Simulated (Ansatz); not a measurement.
**Field gradients of SnS₂ from run to run**

Cell of run 1: a COD entry.

```
Sn S
1.0
     3.60500    0.00000    0.00000
    -1.80250    3.12202    0.00000
     0.00000    0.00000    5.46000
Sn S
1 2
Direct
  0.00000 0.00000 0.00000
  0.66667 0.33333 0.72900
  0.33333 0.66667 0.27100
```

Atom numbers follow the list; atoms alike are taken as one site, whose name carries the number of the first.

Relaxed positions (PBE, cell held):

```
CELL_PARAMETERS angstrom
3.60500 0.00000 0.00000
-1.80250 3.12202 0.00000
0.00000 0.00000 5.46000
ATOMIC_POSITIONS crystal
Sn 0.00000 0.00000 0.00000
S 0.66667 0.33333 0.72870
S 0.33333 0.66667 0.27130
```

All runs are DFT with Ansatz 0.2.0 (plane waves and PAW, scalar-relativistic unless spin–orbit coupling is named, Γ-centred meshes, Fermi–Dirac smearing where given) in this cell.

Run 1: PBE, atoms as given; 420 eV, 14×14×8 k-points, smearing 0.02 eV.
Run 2: r2SCAN, at the relaxed atoms; 500 eV, 14×14×8 k-points, smearing 0.02 eV.
Run 3: PBE with spin–orbit coupling, at the relaxed atoms; 420 eV, 14×14×8 k-points, smearing 0.02 eV.
Run 4: LDA, at the relaxed atoms; 420 eV, 14×14×8 k-points, smearing 0.02 eV.
Run 5: PBEsol, at the relaxed atoms; 420 eV, 14×14×8 k-points, smearing 0.02 eV.

```
run  Sn V_zz (η)    S V_zz (η)
  1  0.79 (0.00)  -3.45 (0.00)
  2  0.73 (0.00)  -3.58 (0.00)
  3            ?             ?
  4  0.86 (0.00)  -3.46 (0.00)
  5  0.81 (0.00)  -3.39 (0.00)
```

V_zz in 10²¹ V/m².

(1) Estimate the row of run 3.

Results:

(1) Sn: 0.78 (0.00); S: -3.41 (0.00). It lies nearest to run 5, from whose tensors on these sites it differs by 0.03 at most (largest principal value of the difference, on Sn). Taken one at a time, the functional (between the two that differ most) moves the tensors on these sites by up to 0.19 (largest principal value of the change, on S), spin–orbit coupling by 0.05 (S).

With these PAW files V_zz is typically within 2 to 3 % of all-electron values, but misses above 10 % occur on Sn. In run 2 the atoms aren't at the calculated equilibrium (largest force 0.34 eV/Å). The cell isn't the equilibrium one in runs 1, 2, 3 (calculated pressure 8, 5, 7 GPa), and the entry's cell may itself be off.
